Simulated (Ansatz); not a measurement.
# NiO (R-3m): from the first guess to the electronic structure, part 2 of 2

What volume does NiO (R-3m) take, and is it a metal or an insulator at this level? The pressure is brought towards zero step by step, and the electronic structure follows.

Ansatz 0.2.0; DFT PBE, scalar-relativistic, plane waves, PAW. The steps go on from the part before. Spin polarisation is switched off on purpose; where the compound carries moments, volume, stiffness and gap are then not the real material's.

## Step 4: A single point with the electronic structure

The input, input.yaml:

```yaml
crystal:
  lattice:
    - [1.4705186667, 0.8490043481, 2.4013337135]
    - [-1.4705186667, 0.8490043481, 2.4013337135]
    - [0.0, -1.6980086962, 2.4013337135]
  atoms:
    - { symbol: Ni, position: [1.0, 0.0, 0.0] }
    - { symbol: O, position: [0.5, 0.5, 0.5] }
basis:
  ecutwfc: 420
  ecutrho_ratio: 4
kpoints:
  mp_grid: { grid: [14, 14, 14] }
  band_path:
    path:
      - [[0.0, 0.0, 0.0], [0.49999817, 0.5, -1.83e-06], [0.62499908, 0.37500046, -1.38e-06]]
      - [[0.37500138, 1.38e-06, -0.375], [0.0, 0.0, 0.0], [0.50000092, 9.2e-07, 0.0], [0.5, 0.25000092, -0.25000092], [0.49999817, 0.5, -1.83e-06]]
    npoints: 14
hamiltonian:
  xc: pbe
scf:
  occupations: { method: gaussian, width: 0.05 }
  n_extra_bands: 11
output:
  forces: true
  stress: true
  eigenvalues: true
  populations: true
  dos: { projected: true, de: 0.02, nscf_kmesh: { grid: [21, 21, 21] } }
  bader: true
```

On the command line:

```
ansatz run input.yaml --threads 1 --pin off --max-ram 2560MiB --backend cpu --events-out ev --progress --plain --runs-dir out
```

Output:

```text
Warning: 36 symmetry operations that the atoms keep within the bar at which the run's group was sought (crystal.symmetry.tolerance 1.0e-5, or twice it) were not taken beside the 12 unitary ones that the detection took (of a slab, those that keep its plane). If the more symmetric cell is meant, write the vectors of crystal.lattice to more decimals, or, with the positions in fractional coordinates, give it by lengths and angles (which lays the cell in the standard orientation, to which the deck's other Cartesian keys then refer), with the lengths that are meant to be equal typed equal, the angles likewise, and each angle that the symmetry fixes typed at its exact value (of a frozen-density pass: in the run whose state it reads). The detection then takes those 36 too, where the atoms keep them as a group. The lattice (crystal.lattice as typed, or as saved on a frozen-density pass laid at its state's geometry) misses each of them by more than the tolerance, the farthest off changing a squared length by the fraction 1.0e-5. The run does not impose them: its cell is that one, or, where this deck is also told that its lattice was moved onto its group, that cell laid onto the operations that were taken. If the cell is strained on purpose, what lies past the tolerance is rightly left out.
Warning: RAYON_NUM_THREADS=1 ignored (pool sized by the plan → 1); use --threads N
scf.n_extra_bands = 11 over 12 filled bands (N_el = 24.0): the run solves 23 bands
Engine: ansatz 0.2.0, x86_64-unknown-linux-gnu
Pseudopotentials: kind: paw
Pseudopotential: Ni, paw, valence charge 18, recommended cutoff 420 eV (normal), Ni.paw.azcp
Pseudopotential: O, paw, valence charge 6, recommended cutoff 420 eV (normal), O.paw.azcp
Functional definition: PBE
  parameter kappa = 0.804
  parameter beta = 0.06672455060314922
  exchange = pbe_x(kappa = kappa, mu = beta*pi^2/3)
  correlation = pbe_c(beta = beta)
Crystal: 2 atoms, lattice volume = 17.988 Å³
Basis set: ecut = 420 eV, 339 PW (Γ), exchange–correlation on 40×40×40 points (8 copies of the dense FFT grid, shifted against one another)
Bands: 23, of which v1, the nominal top of the filled ones, is band 12 counted from 1 (11 counted from 0)
Symmetry: 12 space group operations
k-points: 288 of 2744
Non-local potential: Ni, projectors of the file, l = 0: 3, l = 1: 2, l = 2: 3, l = 3: 1
Non-local potential: O, projectors of the file, l = 0: 2, l = 1: 2, l = 2: 1
PAW form: soft (Blöchl's): semilocal exchange-correlation on the pseudo side does not see the compensation charge
PAW one-centre angular grid: Ni, 590 points (default); XC on 64 Gauss nodes
PAW one-centre angular grid: O, 110 points (default); XC on 64 Gauss nodes
Initial density: superposition of atomic densities (neutral atoms: chi_scale 0, normalization atom), corrected by the library's trained network
Initial wavefunctions: pseudopotential atomic-orbital guess
Functional: x = pbe(κ = 0.804, μ = 0.2195149727645171), c = pbe(β = 0.06672455060314922)
SCF iter   1: F=—  HF=-6405.563493 eV  |F-HF|=—  |Δ(HF+E_count)|=         —  Δρ=4.11e-3  dr2=2.73e-3  ethr=1.77e-3  ⟨swp⟩=5.3  Hψ=26887  notcnv=0  defer=1212
preconditioner: auto → none  [metal: Δε(μ)=0.004 eV  Ē_g=24.387 eV  σ=0.050 eV  W_gap=0.05  n_scr=8 (ndim 8)  ℏωp=35.0 eV  f_vac=0.000  D(μ)=2.54/eV (n_scr^D=50)  sad-step TF]
SCF iter   2: F=—  HF=-6405.563443 eV  |F-HF|=—  |Δ(HF+E_count)|=   5.01e-5  Δρ=3.06e-3  dr2=1.60e-3  ethr=1.14e-5  ⟨swp⟩=1.3  Hψ=9191  notcnv=0  defer=1344
SCF iter   3: F=—  HF=-6405.563246 eV  |F-HF|=—  |Δ(HF+E_count)|=   1.97e-4  Δρ=4.48e-4  dr2=4.07e-5  ethr=6.68e-6  ⟨swp⟩=1.0  Hψ=5181  notcnv=0  defer=1344
SCF iter   4: F=—  HF=-6405.563257 eV  |F-HF|=—  |Δ(HF+E_count)|=   1.08e-5  Δρ=4.03e-4  dr2=1.35e-5  ethr=1.70e-7  ⟨swp⟩=2.4  Hψ=8391  notcnv=0  defer=1344
SCF iter   5: F=—  HF=-6405.563252 eV  |F-HF|=—  |Δ(HF+E_count)|=   4.75e-6  Δρ=5.63e-5  dr2=3.00e-7  ethr=5.64e-8  ⟨swp⟩=2.3  Hψ=7202  notcnv=0  defer=1344
SCF iter   6: F=-6405.563252 eV  HF=-6405.563252 eV  |F-HF|=6.34e-9  |Δ(HF+E_count)|=   4.82e-8  Δρ=8.83e-6  dr2=6.29e-9  ethr=4.17e-10  ⟨swp⟩=8.6  Hψ=31226  notcnv=0
SCF 1 converged in 6 iterations: F = -6405.563252 eV  dr2 = 6.29e-9
NSCF: frozen V_eff on 86 k-points
NSCF: frozen V_eff on 891 k-points
SCF converged after 6 iterations
Free energy (F): -6405.563252 eV
Harris-Foulkes:  -6405.563252 eV  (|F-HF|=6.34e-9)
Internal energy: -6405.560072 eV  (E = F + TS)
E sigma→0 (E₀):  -6405.561662 eV
Entropy (-TS):   -0.003179 eV (-1.590 meV/atom)
Fermi energy:    14.639943 eV
--- Per-component energies (eV) ---
  E_band       = -316.834852
  E_kinetic    = 453.905028
  E_local      = -3985.079281  (includes V_loc(G=0)·N_el)
  E_nonlocal   = 693.992318
  E_hartree    = 1645.984503
  E_xc         = -156.266832
  E_vxc        = -200.492100  (∫ρ·V_xc dr)
  E_paw        = -1793.474277  (= ΣΔE_a)
  E_vpaw       = -571.127860  (= ΣTr[D̂ρ^β])
  E_aug_tail   = 0.003037  (compensation charges beyond the density's cutoff)
  E_ewald      = -3264.624568
  E_smearing   = -0.003179  (= −TS)
  E_closure    = -0.000000  (closes the sum)
  Σ components = -6405.563252   (vs F -6405.563252, Δ=0.00e0)
--- Forces (eV/Å), atoms counted from 1 ---
  atom   1  Ni     0.00000000    -0.00000000    -0.00000000
  atom   2  O      0.00000000     0.00000000     0.00000000
  max |Σ_I F_I| component: 1.83e-29 eV/Å
--- Stress (GPa, compression-positive) ---
        0.000471      -0.000000       0.000000
       -0.000000       0.000471      -0.000000
        0.000000      -0.000000       0.000802
  P = ⅓ Tr σ = 0.0006 GPa (0.006 kbar)
--- Band table (eV; the first three rows and the last of 288) ---
  k-point 0: bands = ["-88.3954", "-48.8047", "-48.8047", "-48.8047", "-5.9379", "11.4687", "11.4687", "11.4688", "12.7749", "12.7749", "12.7749", "13.1138", "13.1138", "16.3194", "32.4565", "33.7649", "33.7649", "33.7651", "37.4856", "37.4856", "37.4857", "40.8479", "40.8479"]
  k-point 1: bands = ["-88.3952", "-48.8064", "-48.8050", "-48.8050", "-5.8790", "11.0011", "11.2019", "11.2020", "12.8326", "12.8326", "12.9043", "13.3849", "13.3849", "16.6815", "31.2408", "33.6050", "33.6052", "34.4488", "36.9538", "36.9539", "38.1631", "41.8040", "41.8040"]
  k-point 2: bands = ["-88.3948", "-48.8113", "-48.8056", "-48.8056", "-5.7096", "10.0281", "10.6903", "10.6903", "12.9499", "12.9499", "13.0918", "13.9551", "13.9551", "17.5368", "29.4609", "32.9506", "32.9508", "34.9290", "36.5173", "36.5174", "39.9224", "43.6293", "43.6293"]
  k-point 287: bands = ["-88.3923", "-48.8393", "-48.8094", "-48.8094", "-4.5424", "6.3428", "9.1312", "9.1312", "13.6248", "13.6248", "13.9958", "15.9831", "15.9831", "20.3189", "24.8033", "28.9325", "28.9325", "36.2581", "40.5977", "40.5977", "41.4644", "43.5568", "43.5568"]
--- Löwdin populations: 2 sites ---
  site symbol       q [e]
     0     Ni     17.0631
     1      O      6.8358
  spilling = 0.004214 (of n_electrons = 24.000000)
--- Bader charges: 2 sites ---
  site symbol  charge [e]  shift [e]
     0     Ni      1.0479     0.0037
     1      O     -1.0479     0.0037
  estimated error of the sums over rays = 4.0e-4 e
```

It took 22 s on 1 thread of Intel Xeon Platinum 8488C (Sapphire Rapids), shared host; peak memory 0.51 GiB.

Result: volume 8.994 Å³/atom, pressure 0.00 GPa, metallic.

Levels next to the Fermi level at the named points, in eV from the Fermi level:

```csv
point,filled,empty
Γ,-1.86 -1.53 -1.53,1.68
X,-0.74 -0.74 -0.58,6.48
U,-0.88 -0.70 -0.41,0.10
K,-0.88 -0.70 -0.41,0.10
L,-1.01 -1.01 -0.64,1.34 1.34 5.68
W,-1.17 -0.74 -0.71,0.10
```

Empty levels over 7.0 eV, where the set of bands solved is no longer complete, are left out.

Bands that cross the Fermi level on the path (counted from 0), with the number of crossings: 11: 2, 12: 4.

The density of states, summed over windows 1 eV wide (Fermi level at zero):

```csv
from,to,total,Ni 3d,O 2p
-7,-6,0.93,0.12,0.71
-6,-5,2.60,0.72,1.82
-5,-4,1.16,0.25,0.89
-4,-3,0.13,0.02,0.10
-3,-2,0.33,0.30,0.02
-2,-1,3.21,3.05,0.13
-1,0,4.36,3.86,0.40
0,1,1.67,1.15,0.46
1,2,0.43,0.26,0.16
2,3,0.03,0.00,0.00
3,4,0.07,0.00,0.01
4,5,0.12,0.00,0.03
5,6,0.27,0.00,0.05
```

The projection uses the shells of the potentials' files: it has no valence p orbitals on Ni, so such weight is missing from the shares.

## Step 5: Summary of results

This closing draws on all 2 parts. Changes of volume or cell count from the first structure of part 1.

| quantity | value |
| --- | --- |
| space group | Fm-3m (No. 225) |
| conventional cell | a = 4.159 Å, b = 4.159 Å, c = 4.159 Å, α = 90.00°, β = 90.00°, γ = 90.00° |
| volume | 8.994 Å³/atom |
| pressure | 0.00 GPa |
| gap | none (metal) |
| states at the Fermi level | 1.9 per eV per cell |
| Bader charges | Ni +1.05; O -1.05 e |

**Reading.** From the first run shown, the volume went from 8.35 to 8.99 Å³/atom (+7.7 %) in one relaxation, where the pressure is zero within 0.01 GPa. The space group found at 0.01 Å changed from R-3m to Fm-3m. Bands cross the Fermi level, so it is a metal at this level; the largest share of the states at the Fermi level is Ni 3d (75 % of the projected weight). The Bader partition leaves Ni most positive, at +1.05 e. Measured lattice constant a of NiO: 4.1801 Å (300 K; ceramic; “Structural, optical and electronic properties of Ni1−xCoxO in the complete composition range”, 2020, pmc:9058517). This calculation gives 4.159 Å (-0.5 %). 2 values of this kind are on record in papers (4.176 to 4.1801 Å); this one was drawn at random among those near their median, those with a stated uncertainty first. The calculation is for 0 K without zero-point motion. Spin polarisation wasn't allowed in this run.
